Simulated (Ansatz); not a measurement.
Here is an Ansatz 0.2.0 calculation.

input.yaml

```yaml
crystal:
  lattice:
    - [0.0, 3.059, 3.059]
    - [3.059, 0.0, 3.059]
    - [3.059, 3.059, 0.0]
  atoms:
    - { symbol: Sb, position: [0.75, 0.75, 0.75] }
    - { symbol: Ga, position: [0.0, 0.0, 0.0] }
hamiltonian:
  xc: pbe
  pseudopotentials: { kind: paw }
kpoints:
  mp_grid: { grid: [8, 8, 8] }
scf:
  occupations: { method: gaussian, width: 0.02 }
output:
  forces: true
  stress: true
  eigenvalues: true
  write_density: true
  write_potential: true
  elf: true
  volumetric_format: npy
```

Potentials or basis: Ansatz PAW.

Command:

```console
$ ansatz run input.yaml --threads 2 --pin off --max-ram 5632MiB --backend cpu --events-out ev --progress --plain --runs-dir out
```

Question: Estimate the band gap on the k mesh.

Answer: 0.03 eV, direct.

Question: Estimate the pressure.

Answer: 2.3 GPa.

Caveat: spin-orbit coupling is left out, which moves the levels of the heavy elements.

**The experiment to reproduce.**

A printed reference work, data compilation reports, for a bulk crystal of GaSb at 4.2 K: band gap 0.811 eV (direct).

Measured gap of GaSb: 0.811 eV (direct; 4.2 K; a printed reference work, data compilation). This calculation gives 0.03 eV (-0.78 eV). Spin-orbit coupling on Ga, Sb is left out. The value is that of PBE on a finite k mesh, which can miss the band edges, without temperature or zero-point motion. Semilocal functionals fall short of measured gaps as a rule.
